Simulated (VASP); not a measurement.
The system is MnAs.

```
Mn As
1.0
     0.00000    2.48735    2.48735
     2.48735    0.00000    2.48735
     2.48735    2.48735    0.00000
Mn As
1 1
Direct
  0.00000 0.00000 0.00000
  0.25000 0.25000 0.25000
```

The cell was built by a generator and needn't be a form met in nature.

- Program: VASP 6.6.1
- Task: relaxation of cell and atoms
- Functional: PBE
- Potentials or basis: VASP PAW PBE potentials, release 64 (Mn_pv, As)
- Cutoff: 600 eV
- k mesh: 12 × 12 × 12
- Occupations: gaussian, width 0.03 eV
- Spin: collinear spin, ferromagnetic start
- Starting moments: [4.0, 0.0] μB

At the start: pressure 35.5 GPa; volume 15.39 Å³/atom.

Q: How do energy, volume and symmetry change on relaxing?

A: Over 4 steps the energy falls by 578.0 meV/atom and the volume is 22.61 Å³/atom (+46.9 %); space group F-43m (No. 216, to 0.05 Å); moment 3.70 μB per cell.

Step by step:
```tsv
step	energy change (eV)	largest force (eV/Å)	pressure (GPa)	volume (Å³)
1	0.0000	0.0000	35.52	30.78
2	-1.1334	0.0000	-2.37	48.61
3	-1.1555	0.0000	0.28	44.87
4	-1.1561	0.0000	0.03	45.22
```

Final structure:
```cif
data_structure
_symmetry_space_group_name_H-M 'P 1'
_symmetry_Int_Tables_number 1
_cell_length_a 3.9990
_cell_length_b 3.9990
_cell_length_c 3.9990
_cell_angle_alpha 60.000
_cell_angle_beta 60.000
_cell_angle_gamma 60.000
_cell_volume 45.22
loop_
_atom_site_label
_atom_site_type_symbol
_atom_site_fract_x
_atom_site_fract_y
_atom_site_fract_z
_atom_site_occupancy
Mn1 Mn 0.00000 0.00000 0.00000 1
As1 As 0.25000 0.25000 0.25000 1
```

Caveat: the volume moved by over 15 % at a fixed basis, so the end points are rough; a cell with one magnetic atom can't hold antiferromagnetic order, which such compounds often take.
